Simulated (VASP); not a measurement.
Crystal: AlN.

```
Al N
1.0
     3.11300    0.00000    0.00000
    -1.55650    2.69594    0.00000
     0.00000    0.00000    4.98100
Al N
2 2
Direct
  0.33333 0.66667 0.00000
  0.66667 0.33333 0.50000
  0.33333 0.66667 0.38000
  0.66667 0.33333 0.88000
```

Program: VASP 6.6.1. Alike in all runs: task single point; no spin polarisation; cell as given; k mesh 8 × 8 × 5; cutoff (eV) 520; smearing fermi-dirac 0.02 eV.

**Question.** Order these runs on this cell by their pressure, lowest first.
A. level r2SCAN; potentials or basis VASP PAW PBE potentials, release 64 (Al, N)
B. level PBEsol; potentials or basis VASP PAW PBE potentials, release 64 (Al, N)
C. level LDA; potentials or basis VASP PAW LDA potentials, release 64 (Al, N)
D. level PBE; potentials or basis VASP PAW PBE potentials, release 64 (Al, N)

**Answer.** C (-4.1 GPa), A (-1.3 GPa), B (0.2 GPa), D (3.5 GPa).

Caveats: the PAW data sets were made with another functional, which shifts forces and pressure a little (some runs).
